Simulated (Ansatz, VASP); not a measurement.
## Sc: VASP beside Ansatz

INCAR

```
ALGO     = Normal         # electronic algorithm
EDIFF    = 1E-7           # SCF threshold, eV
ENCUT    = 520            # plane-wave cutoff, eV
ISIF     = 2              # what is computed and relaxed
ISMEAR   = -1             # smearing method
LASPH    = T              # aspherical terms in the spheres
LCHARG   = T              # write CHGCAR
LELF     = T              # ELF
LREAL    = F              # projectors in reciprocal space
LVHAR    = T            
LWAVE    = F              # write WAVECAR
NBANDS   = 12             # bands
NELM     = 60             # most SCF steps
PREC     = Accurate       # precision mode
SIGMA    = 0.1            # smearing width, eV
```

Contents of KPOINTS:

```
k-points
0
Gamma
  15 15 15
```

POSCAR

```
Sc
1.0
    0.0000000000      1.8888729972      1.8888729972
    1.8888729972      0.0000000000      1.8888729972
    1.8888729972      1.8888729972      0.0000000000
Sc
1
Direct
    0.0000000000      0.0000000000      0.0000000000
```

Input for Ansatz:

```yaml
crystal:
  lattice:
    - [0.0, 1.8888729972, 1.8888729972]
    - [1.8888729972, 0.0, 1.8888729972]
    - [1.8888729972, 1.8888729972, 0.0]
  atoms:
    - { symbol: Sc, position: [0.0, 0.0, 0.0] }
kpoints:
  mp_grid: { grid: [15, 15, 15] }
scf:
  occupations: { method: fermi_dirac, width: 0.1 }
hamiltonian:
  xc: lda
  pseudopotentials: { kind: paw }
output:
  forces: true
  stress: true
  eigenvalues: true
  populations: true
  write_density: true
  write_potential: true
  elf: true
  volumetric_format: npy
```

Change from the starting cell: volume scaled by 0.6, PAW files.

Alike in both runs: task single point; functional LDA; k mesh 15 × 15 × 15; occupations fermi-dirac, width 0.1 eV; no spin polarisation.

|  | VASP | Ansatz |
| --- | --- | --- |
| version | VASP 6.6.1 | Ansatz 0.2.0 |
| potentials or method | VASP PAW LDA potentials, release 64 (Sc_sv) | PAW with Ansatz's default frozen-core files, scalar-relativistic |
| plane-wave cutoff (eV) | 520 | 420 |
| valence electrons in the cell | 11 | 11 |

|  | VASP | Ansatz | Ansatz less VASP |
| --- | --- | --- | --- |
| pressure (GPa) | 63.7 | 62.8 | -0.89 |

Caveats: the cell as given lies far from equilibrium; so large a pressure means that the cell lies far from this level's equilibrium, or that cutoff or potentials fall short (VASP).
